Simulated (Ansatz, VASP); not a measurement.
## Two plane-wave programs on BAs

```
B As
1.0
     0.00000    2.38850    2.38850
     2.38850    0.00000    2.38850
     2.38850    2.38850    0.00000
B As
1 1
Cartesian
  0.0000 0.0000 0.0000
  1.1943 1.1943 1.1943
```

Alike in both runs: task electric field gradients; functional PBEsol; k mesh 16 × 16 × 16; occupations fermi-dirac, width 0.02 eV; no spin polarisation.

|  | VASP | Ansatz |
| --- | --- | --- |
| version | VASP 6.6.1 | Ansatz 0.2.0 |
| potentials or method | VASP PAW PBE potentials, release 64 (B, As) | plane-wave PAW, scalar-relativistic |
| plane-wave cutoff (eV) | 520 | 420 |
| valence electrons in the cell | 8 | 18 |

```csv
,VASP,Ansatz,Ansatz less VASP
gap on the k mesh at the Fermi level (eV),1.09,1.10,+0.009
pressure (GPa),0.1,-0.7,-0.78
Vzz of the field gradient on the site that differs most (V/Å²),0.0,0.0,0.00
```

The two sets of potentials don't hold the same shells in valence. Ansatz warned: «pseudo_functional_mismatch».

Caveats: the PAW data sets were made with another functional, which shifts forces and pressure a little (VASP). As with any semilocal functional, this PBEsol gap is likely too small. A k mesh can miss the band edges.
